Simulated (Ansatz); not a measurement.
**Cd$_{5}$S: relaxed-ion elastic tensor**

The calculation used DFT PBE, scalar-relativistic, plane waves, PAW in Ansatz 0.2.0. Cutoff 420 eV, 12×12×4 k-points (Γ-centred), Gaussian smearing of 0.10 eV. No spin polarisation.

Relaxed structure:
```
CELL_PARAMETERS angstrom
3.66653 0.00000 0.00000
-1.83326 3.17530 0.00000
0.00000 0.00000 12.21594
ATOMIC_POSITIONS crystal
Cd 0.66667 0.33333 0.86220
Cd 0.33333 0.66667 0.13780
Cd 0.66667 0.33333 0.31729
Cd 0.00000 0.00000 0.50000
Cd 0.33333 0.66667 0.68271
S 0.00000 0.00000 0.00000
```

The structure comes from a proposed guess, relaxed at this level; another structure or a mixture of phases may lie lower. In a metal, frequencies and elastic constants depend on the k mesh and the smearing, soft modes and shear constants most.

**Question.** Give the relaxed-ion elastic constants (GPa, Voigt order xx yy zz yz xz xy, on the Cartesian axes of the cell above).

**Answer.**
C11 = 42.8, C12 = 30.3, C13 = 35.4, C14 = 2.7, C22 = 42.8, C23 = 35.4, C24 = -2.7, C33 = 78.8, C44 = 20.0, C55 = 20.0, C56 = 2.7, C66 = 6.2 GPa; the others vanish.

**Question.** Is the crystal stable against homogeneous strain?

**Answer.** Too close to call: the least eigenvalue is 5.7 GPa, within what the k mesh leaves open in a metal.
